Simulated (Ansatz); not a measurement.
# Phonons of BaS (Fm-3m) against volume, part 2 of 2

Does BaS (Fm-3m) expand much on heating, by its phonons?

Ansatz 0.2.0; DFT LDA, scalar-relativistic, plane waves, PAW; PAW set soft_1.

So far, highest frequency on the path or at a solved wavevector (cm⁻¹): step 2 (the dispersion) 254.

## (4) Phonons at the other volume, volume ratio 0.97

The phonons are repeated at this volume on the same k and q meshes.

input.yaml

```yaml
crystal:
  lattice:
    - [0.0, 3.1040927392, 3.1040927392]
    - [3.1040927392, 0.0, 3.1040927392]
    - [3.1040927392, 3.1040927392, 0.0]
  atoms:
    - { symbol: Ba, position: [0.0, 0.0, 0.0] }
    - { symbol: S, position: [0.5, 0.5, 0.5] }
kpoints:
  mp_grid: { grid: [8, 8, 8] }
hamiltonian:
  xc: lda
  pseudopotentials: { kind: paw, azcp: { folder: soft_1 }, xc_functional: pbe }
scf:
  occupations: { method: fixed }
output:
  eigenvalues: true
phonons:
  method: dfpt
  dielectric: true
  rigid_motions: translations
  qmesh: [4, 4, 4]
  temperatures: { t_max: 1000, t_step: 50 }
  qpath:
    path:
      - [[0.0, 0.0, 0.0], [0.5, 0.0, 0.5], [0.625, 0.25, 0.625]]
      - [[0.375, 0.375, 0.75], [0.0, 0.0, 0.0], [0.5, 0.5, 0.5], [0.5, 0.25, 0.75], [0.5, 0.0, 0.5]]
    npoints: 10
```

Launch:

```bash
> ansatz run input.yaml --threads 4 --pin off --max-ram 10240MiB --backend cpu --events-out ev --progress --plain --runs-dir out
```

Numbers of over 12 decimals in the logs are rounded to 6 here.

The log of the run:

```text
[...]
Crystal: 2 atoms, lattice volume = 59.818 Å³
Basis set: ecut = 420 eV, 1211 PW (Γ), exchange–correlation on 60×60×60 points (8 copies of the dense FFT grid, shifted against one another)
Bands: 12, of which v1, the nominal top of the filled ones, is band 8 counted from 1 (7 counted from 0)
Symmetry: 48 space group operations
k-points: 59 of 512 (irreducible under 8 space group operations, time reversal used)
[...]
SCF iter   1: F=—  HF=-6653.765539 eV  |F-HF|=—  |Δ(HF+E_count)|=         —  Δρ=2.25e-2  dr2=5.34e-1  ethr=3.10e-3  ⟨swp⟩=5.5  Hψ=4183  notcnv=0  defer=81
[...]
SCF iter   8: F=-6653.571056 eV  HF=-6653.571056 eV  |F-HF|=1.46e-11  |Δ(HF+E_count)|=   1.24e-9  Δρ=1.56e-7  dr2=1.90e-11  ethr=1.00e-12  ⟨swp⟩=9.4  Hψ=6399  notcnv=0
SCF 1 converged in 8 iterations: F = -6653.571056 eV  dr2 = 1.90e-11
[...]
DFPT response loops at Γ: preconditioner auto → none (the input reference at scf.mixing.eps_inf says where Resta's filter doesn't serve); β = 0.50; Broyden in place of MSR1
── the response to a field inside a basis, on 8×8×8 k-points: an SCF that follows is theirs, and a resumed run solves both again ──
Bands: 9, of which v1, the nominal top of the filled ones, is band 8 counted from 1 (7 counted from 0)
k-points: 60 of 512 (irreducible under 12 space group operations)
[...]
Eigensolver: Dense (60 Hₖ)
SCF iter   1: F=—  HF=-6653.570259 eV  |F-HF|=—  |Δ(HF+E_count)|=         —  Δρ=7.20e-5  dr2=4.36e-7  ethr=1.00e-1
[...]
SCF iter   3: F=-6653.570260 eV  HF=-6653.570260 eV  |F-HF|=6.58e-9  |Δ(HF+E_count)|=   1.69e-7  Δρ=2.59e-6  dr2=7.81e-9  ethr=6.71e-10
SCF 1 converged in 3 iterations: F = -6653.570260 eV  dr2 = 7.81e-9
[...]
NSCF: frozen V_eff on 29 k-points
[...]
SCF converged after 8 iterations
Free energy (F): -6653.571056 eV
[...]
Internal energy: -6653.571056 eV  (E = F + TS)
E sigma→0 (E₀):  -6653.571056 eV
Fermi energy:    6.395457 eV
[...]
--- Band table (eV; the first three rows and the last of 59) ---
  k-point 0: bands = [... 4 lower, -3.9871, 6.3955, 6.3955, 6.3955, 10.2139, 10.2139, 10.2139, 10.2283]
  k-point 1: bands = [... 4 lower, -3.4378, 5.9490, 6.1612, 6.1612, 10.1951, 10.4583, 10.4583, 10.8630]
  k-point 2: bands = [... 4 lower, -2.8490, 5.1430, 5.7023, 5.7023, 10.3929, 11.1472, 11.1472, 12.1554]
  k-point 58: bands = [... 4 lower, -3.0542, 5.1747, 6.0275, 6.0275, 10.5887, 10.5887, 13.1072, 13.5630]
--- Phonons (Γ-DFPT): 2 representative perturbations + reference, on 59 of 512 k-points (Σ response iterations 6) ---
  k mesh reduced under 8 symmetry operations, with k and −k counted as one. Each operation leaves every solved perturbation unchanged. A smaller set is not considered because the run solves the response to a homogeneous field
  ASR residual: 2.300e-4 → 0.000e0 eV/Å²; symmetrization residual: 3.179e-6 eV/Å²
  ASR residual per site (eV/Å²): 2.30e-4 6.21e-5
  Γ frequencies (cm⁻¹): 0.00 0.00 0.00 161.41 161.41 161.41
  ε∞ (high-frequency dielectric tensor):
        5.234990    -0.000000     0.000000
       -0.000000     5.234990     0.000000
        0.000000     0.000000     5.234990
  ε⁰ (static dielectric tensor: ions relaxed, cell fixed):
       13.767378     0.000000     0.000000
        0.000000    13.767378     0.000000
        0.000000     0.000000    13.767378
  ε⁰ − ε∞ (ionic part):
        8.532387     0.000000     0.000000
        0.000000     8.532387     0.000000
        0.000000     0.000000     8.532387
  softest optical mode at Γ: 161.41 cm⁻¹; the repairs (sum rule, projections) moved no ω² at Γ by more than (0.83 cm⁻¹)²
  Born effective charges Z* (e; rows j = field, columns β = displacement):
    site 0:
         2.65022    0.00000   -0.00000
         0.00000    2.65022    0.00000
         0.00000   -0.00000    2.65022
    site 1:
        -2.65022   -0.00000    0.00000
        -0.00000   -2.65022   -0.00000
        -0.00000    0.00000   -2.65022
  Z* charge neutrality: 1.402e-3 e pre-enforcement
  solved inside a basis spanned on kpoints, on 8×8×8 k-points, its susceptibility summed on 12×12×12: ε∞ is read to err by 1.4e-2, Z* by 1.1e-2 e (field_mesh: kpoints solves on kpoints); Z* is corrected for what the basis lacks
  optical modes at Γ without the LO–TO term, one row a degenerate level:
      ω (cm⁻¹)  modes    IR ((D/Å)²/amu)
        161.41      3            18.7028
  optical modes at Γ + LO–TO along q̂ = [1.0000, 0.0000, 0.0000]:
      ω (cm⁻¹)  modes    IR ((D/Å)²/amu)
        161.41      2            12.4686
        261.75      1             6.2343
  optical modes at Γ + LO–TO along q̂ = [0.0000, 1.0000, 0.0000]:
      ω (cm⁻¹)  modes    IR ((D/Å)²/amu)
        161.41      2            12.4686
        261.75      1             6.2343
  optical modes at Γ + LO–TO along q̂ = [0.0000, 0.0000, 1.0000]:
      ω (cm⁻¹)  modes    IR ((D/Å)²/amu)
        161.41      2            12.4686
        261.75      1             6.2343
--- Phonons (arbitrary-q DFPT): 8 irreducible q on the 4×4×4 mesh ---
[...]
interpolated dispersion: 63 rows × 6 modes
[...]
```

It took 50 s on 4 threads of AMD EPYC 9R14 (Zen 4), shared host; peak memory 1.2 GiB; 3.1 min of CPU time.

This step gave:

| Property | Result |
| --- | --- |
| sum-rule residual before enforcement | 2.30e-4 eV/Å² |
| miss of the charge sum rule | 0.001402 e |
| estimated error of the dielectric tensor | 0.01363 |
| estimated error of the Born charges | 0.01149 e |
| highest frequency on the path or at a solved wavevector | 261.8 cm⁻¹ |
| mean frequency | 139.3 cm⁻¹ |
| Debye temperature (second moment) | 280 K |
| logarithmic mean frequency | 125.7 cm⁻¹ |
| highest optical mode at the zone centre (no LO-TO term) | 161.4 cm⁻¹ |
| lowest optical zone-centre mode | 161.4 cm⁻¹ |
| mean high-frequency dielectric constant | 5.235 |
| largest Born charge (third of the trace) | 2.650 e |
| mean static dielectric constant | 13.77 |
| top of the zone-centre spectrum with the field | 261.8 cm⁻¹ |
| lowest mode on the q mesh (acoustic modes at Γ apart) | 43.85 cm⁻¹ |
| zero-point energy per atom | 25.92 meV |

Frequencies (cm⁻¹) solved at each irreducible wavevector; negative means imaginary. Frequencies by wavevector, by row:

```tsv
q in reciprocal lattice units	star	mode 1	mode 2	mode 3	mode 4	mode 5	mode 6
0 0 0	1	0	0	0	161.4	161.4	161.4
0 0 0.25	8	60.9	60.9	92	173.3	173.3	252.4
0 0 -0.5	4	82.9	82.9	141.6	183.1	183.1	235.6
0 0.25 0.25	6	43.9	43.9	110.5	170.5	170.5	227.6
0 0.25 -0.5	24	74.7	89.1	115	176.7	183.3	212.9
0 0.25 -0.25	12	69.8	83.3	123.4	180.1	180.7	227.1
0 -0.5 -0.5	3	60.5	60.5	106.1	171	171	186.9
0.25 -0.5 -0.25	6	87.6	87.6	102.5	183	183	195.1
```

The highest optical mode at the zone centre (no LO-TO term) is 161.4 cm⁻¹, +10.0 cm⁻¹ against the base run.

## (5) Relaxing at another volume, volume ratio 1.03

The volume is scaled by 1.03 and held; symmetry leaves nothing to relax, so this is a single point. The modes can then be followed against volume.

input.yaml, the sections that differ from step 4:

```yaml
crystal:
  lattice:
    - [0.0, 3.1668185832, 3.1668185832]
    - [3.1668185832, 0.0, 3.1668185832]
    - [3.1668185832, 3.1668185832, 0.0]
  atoms:
    - { symbol: Ba, position: [0.0, 0.0, 0.0] }
    - { symbol: S, position: [0.5, 0.5, 0.5] }
output:
  forces: true
  stress: true
  eigenvalues: true
# kpoints, hamiltonian, scf: as in step 4
# phonons: removed
```

The log of the run:

```text
[...]
Crystal: 2 atoms, lattice volume = 63.518 Å³
Basis set: ecut = 420 eV, 1243 PW (Γ)
Bands: 12, of which v1, the nominal top of the filled ones, is band 8 counted from 1 (7 counted from 0)
Symmetry: 48 space group operations
[...]
k-points: 29 of 512
[...]
P = ⅓ Tr σ = -1.4058 GPa (-14.058 kbar)
--- Band table (eV; the first three rows and the last of 29) ---
  k-point 0: bands = [... 4 lower, -4.5087, 5.7905, 5.7905, 5.7905, 9.3023, 9.6048, 9.6048, 9.6048]
  k-point 1: bands = [... 4 lower, -4.1177, 5.3649, 5.5820, 5.5820, 9.5638, 9.8343, 9.8343, 9.9354]
  k-point 2: bands = [... 4 lower, -3.6089, 4.6050, 5.1681, 5.1681, 9.7512, 10.4801, 10.4801, 11.1702]
  k-point 28: bands = [... 4 lower, -3.7728, 4.6620, 5.3631, 5.3631, 9.9437, 9.9437, 12.1855, 12.6841]
[key lines of the parts left out:]
SCF converged after 7 iterations
Free energy (F): -6653.572038 eV
Fermi energy:    5.790483 eV
```

Run time: 0.46 s. Hardware: 4 threads; peak memory 0.39 GiB; 1.1 s of CPU time.

This step gave:

- pressure: -1.406 GPa
- gap on the k-mesh: 1.967 eV
- volume per atom: 31.76 Å³
- direct gap on mesh: 2.059 eV

The run ends at a pressure of -1.41 GPa.

## (6) Phonons at the other volume, volume ratio 1.03

The phonons are repeated at this volume on the same k and q meshes.

input.yaml, the sections that differ from step 5:

```yaml
output:
  eigenvalues: true
phonons:
  method: dfpt
  dielectric: true
  rigid_motions: translations
  qmesh: [4, 4, 4]
  temperatures: { t_max: 1000, t_step: 50 }
  qpath:
    path:
      - [[0.0, 0.0, 0.0], [0.5, 0.0, 0.5], [0.625, 0.25, 0.625]]
      - [[0.375, 0.375, 0.75], [0.0, 0.0, 0.0], [0.5, 0.5, 0.5], [0.5, 0.25, 0.75], [0.5, 0.0, 0.5]]
    npoints: 10
# crystal, kpoints, hamiltonian, scf: as in step 5
```

The log of the run:

```text
[...]
Crystal: 2 atoms, lattice volume = 63.518 Å³
Basis set: ecut = 420 eV, 1243 PW (Γ), exchange–correlation on 60×60×60 points (8 copies of the dense FFT grid, shifted against one another)
Bands: 12, of which v1, the nominal top of the filled ones, is band 8 counted from 1 (7 counted from 0)
Symmetry: 48 space group operations
k-points: 59 of 512 (irreducible under 8 space group operations, time reversal used)
[...]
optical modes at Γ + LO–TO along q̂ = [0.0000, 1.0000, 0.0000]:
      ω (cm⁻¹)  modes    IR ((D/Å)²/amu)
        141.49      2            12.1370
        245.85      1             6.0685
  optical modes at Γ + LO–TO along q̂ = [0.0000, 0.0000, 1.0000]:
      ω (cm⁻¹)  modes    IR ((D/Å)²/amu)
        141.49      2            12.1370
        245.85      1             6.0685
--- Phonons (arbitrary-q DFPT): 8 irreducible q on the 4×4×4 mesh ---
[...]
interpolated dispersion: 63 rows × 6 modes
[...]
[key lines of the parts left out:]
SCF converged after 8 iterations
Free energy (F): -6653.572039 eV
Fermi energy:    5.790492 eV
```

Elapsed: 60 s, on 4 threads; peak memory 1.2 GiB; 3.6 min of CPU time.

Numbers from this step:

```yaml
sum_rule_residual_before_enforcement: 2.86e-4 eV/Å²
miss_of_the_charge_sum_rule: 0.001433 e
estimated_error_of_the_dielectric_tensor: 0.01312
estimated_error_of_the_born_charges: 0.01146 e
highest_frequency_on_the_path_or_at_a_solved_wavevector: 245.9 cm⁻¹
mean_frequency: 127.7 cm⁻¹
debye_temperature_second_moment: 256 K
logarithmic_mean_frequency: 116 cm⁻¹
highest_optical_mode_at_the_zone_centre_no_lo_to_term: 141.5 cm⁻¹
lowest_optical_zone_centre_mode: 141.5 cm⁻¹
mean_high_frequency_dielectric_constant: 5.041
largest_born_charge_third_of_the_trace: 2.615 e
mean_static_dielectric_constant: 15.22
top_of_the_zone_centre_spectrum_with_the_field: 245.8 cm⁻¹
lowest_mode_on_the_q_mesh_acoustic_modes_at_gamma_apart: 46.48 cm⁻¹
zero_point_energy_per_atom: 23.74 meV
```

Frequencies (cm⁻¹) solved at each irreducible wavevector; negative means imaginary. Frequencies by wavevector, by row:

```tsv
q in reciprocal lattice units	star	mode 1	mode 2	mode 3	mode 4	mode 5	mode 6
0 0 0	1	0	0	0	141.5	141.5	141.5
0 0 0.25	8	53.9	53.9	86.1	153.8	153.8	236.9
0 0 -0.5	4	72.9	72.9	132.7	164.2	164.2	220.9
0 0.25 0.25	6	46.5	46.5	96.8	149.3	149.3	215
0 0.25 -0.5	24	70.3	82.5	109.7	156.9	164	197.6
0 0.25 -0.25	12	71.3	72.9	112.8	159.6	161.9	213
0 -0.5 -0.5	3	64.4	64.4	103.2	149.9	149.9	170.1
0.25 -0.5 -0.25	6	87.9	87.9	93	163.3	163.3	178.9
```

The highest optical mode at the zone centre (no LO-TO term) is 141.5 cm⁻¹, -9.9 cm⁻¹ against the base run.

## (7) Grüneisen parameters

The Grüneisen parameter of a mode is minus the logarithmic change of its frequency with volume, −d ln ω / d ln V; weighted by heat capacity it gives the expansion.

Numbers from this step:

```
bulk modulus              : 51.1 GPa
gap deformation potential : 1.831 eV
```

The phonon branches at the labelled points (cm⁻¹):

```tsv
point	branch 1	branch 2	branch 3	branch 4	branch 5	branch 6
Γ	0	0	0	151	151	254
halfway	45	45	104	160	160	221
X	63	63	105	160	160	178
halfway	68	76	103	162	170	178
U	76	96	99	165	176	190
jump to K	76	96	99	165	176	190
halfway	55	69	103	166	167	233
Γ	0	0	0	151	151	254
halfway	57	57	89	164	164	244
L	78	78	137	174	174	228
halfway	80	85	121	171	173	212
W	88	88	98	173	173	187
halfway	72	83	101	166	174	177
X	63	63	105	160	160	178
```

The same for volume x 0.97:

```tsv
point	branch 1	branch 2	branch 3	branch 4	branch 5	branch 6
Γ	0	0	0	161	161	262
X	60	60	106	171	171	187
U	78	96	102	175	186	199
K	78	96	102	175	186	199
Γ	0	0	0	161	161	262
L	83	83	142	183	183	236
W	88	88	103	183	183	195
X	60	60	106	171	171	187
```

The same for volume x 1.03:

```tsv
point	branch 1	branch 2	branch 3	branch 4	branch 5	branch 6
Γ	0	0	0	142	142	246
X	64	64	103	150	150	170
U	74	95	97	156	168	182
K	74	95	97	156	168	182
Γ	0	0	0	142	142	246
L	73	73	133	164	164	221
W	88	88	93	163	163	179
X	64	64	103	150	150	170
```

The first set of phonon branches as a text plot (rows in cm⁻¹):

```
    256 |**                          *****
    245 |  **                    ****     ****
    235 |    **                 *             ***
    224 |      *               *                 ****
    213 |       *           ***                      **
    202 |                  *                           **
    191 |        ***     **                              ***
    180 |           ********                                *****
    169 |              * ********            ******************
    158 |  **************        ****    ****                  **
    147 |**                          ****
    136 |                                       ****
    125 |                                      *    ***
    115 |       ****       *****              *        **
    104 |      *    ***** *     *            *           *   ****
     93 |    **          ***     *          *           ******
     82 |               *  ****                 ********** ** *
     71 |   *          ****  **** **       *  **             ***
     60 |        ******        ***        * **                 **
     49 |  *   **                ****      *
     38 |    **                   ***    **
     27 | ***                       **   *
     16 | *                          *  *
      5 |*                            **
         Γ           X  U|K            Γ         L        W     X
```

Mode Grueneisen parameter -dln(w)/dln(V), modes matched by rank; at Γ the acoustic branches take the value of a neighbouring point of the path. Mode grüneisen parameters along the path, in :

```tsv
point	branch 1	branch 2	branch 3	branch 4	branch 5	branch 6
Γ	-0.56	-0.56	2.29	2.19	2.19	1.04
halfway	-1.00	-1.00	2.21	2.21	2.21	0.95
X	-1.04	-1.04	0.46	2.19	2.19	1.57
halfway	-0.27	-0.04	0.39	2.12	1.93	1.62
U	0.92	0.21	0.87	1.97	1.75	1.51
jump to K	0.92	0.21	0.87	1.97	1.75	1.51
halfway	-0.54	2.48	1.54	2.07	1.91	1.03
Γ	-0.66	2.40	1.49	2.19	2.19	1.04
halfway	2.03	2.03	1.10	2.00	2.00	1.06
L	2.14	2.14	1.08	1.82	1.82	1.07
halfway	1.61	1.22	0.90	1.84	1.88	1.19
W	-0.06	-0.06	1.65	1.90	1.90	1.44
halfway	-0.60	0.89	0.33	2.10	1.75	1.67
X	-1.04	-1.04	0.46	2.19	2.19	1.57
```

The mode Grüneisen parameters as a text plot (rows in , shown from -1.0 to 2.4 only):

```
   2.34 |******                *     ***
   2.19 |**************           ********    *****           ***
   2.05 |       *      ***   ********     ****    ***       ** *
   1.91 |              *  ***** *       * *  ***   *********  *
   1.76 |        *      *** *  *         *      ******      **
   1.62 |            *****                            *   *******
   1.48 |           *     ** ***********             *   ***
   1.33 |         **       **                          ***  *
   1.19 |         **       **           *            ***     *
   1.04 |****    *           ************************   *
   0.90 |    ****         *                          ****
   0.76 |                *
   0.61 |           *
   0.47 |            ** *   *                           *     ***
   0.33 |              ***                               *    *
   0.18 |               * *                                 **
   0.04 |                  *                             * *
  -0.11 |              *                                  **
  -0.25 |              *     **
  -0.39 |                      *                            *
  -0.54 |**                     *                            * *
  -0.68 |  *                     *******                      *
  -0.82 |   *         *                                         *
  -0.97 |    **********                                        **
         Γ           X  U|K            Γ         L        W     X
```

(dS/dlnV)/C_V. The thermodynamic Grueneisen parameter by temperature:

```tsv
temperature (K)	thermodynamic Grueneisen parameter
50	1.12
100	1.28
150	1.32
200	1.33
250	1.33
300	1.34
350	1.34
400	1.34
450	1.34
500	1.34
550	1.34
600	1.34
650	1.34
700	1.34
750	1.34
800	1.34
850	1.34
900	1.34
950	1.34
1000	1.34
```

Gamma C_V/(B V) at the static volume. Volume expansion against temperature:

```tsv
temperature (K)	volume expansion (1e-6/K)
50	11.6
100	24.6
150	29.8
200	32.0
250	33.2
300	33.8
350	34.2
400	34.5
450	34.6
500	34.8
550	34.9
600	34.9
650	35
700	35.0
750	35.1
800	35.1
850	35.1
900	35.1
950	35.2
1000	35.2
```

## (8) Summary of results

```json
{
  "bulk modulus": "51.1 GPa",
  "gap deformation potential": "1.83 eV",
  "thermodynamic Grüneisen parameter at 300 K": "1.337",
  "volume expansion at 300 K, estimated": "33.8 × 10⁻⁶ K⁻¹"
}
```

By this estimate the volume grows by 33.8 × 10⁻⁶ per kelvin at 300 K. Without the field, the highest optical mode at Γ goes from 161 to 141 cm⁻¹ as the cell grows, a Grüneisen parameter of 2.19. Mode parameters on the path run from -1.0 to 2.5, with a median of 1.6. Modes with negative values stiffen as the cell grows and pull against the expansion. Branches are matched by rank, so values near crossings are rough. The expansion is the Grüneisen estimate at the static volume, with the static bulk modulus. Spin-orbit coupling is left out, which can matter for the heavy elements here. The PAW files were made for PBE and serve the other functionals too.

[Logs are printed without paths, hosts, clocks, repeated set-up lines and the standing remarks that a program may print on its own settings, such as how far it seeks lower states.]

[Hosts, paths, dates, database ids (printed as entryN), source tags and the programs' standing remarks are cut or masked in the printed files.]
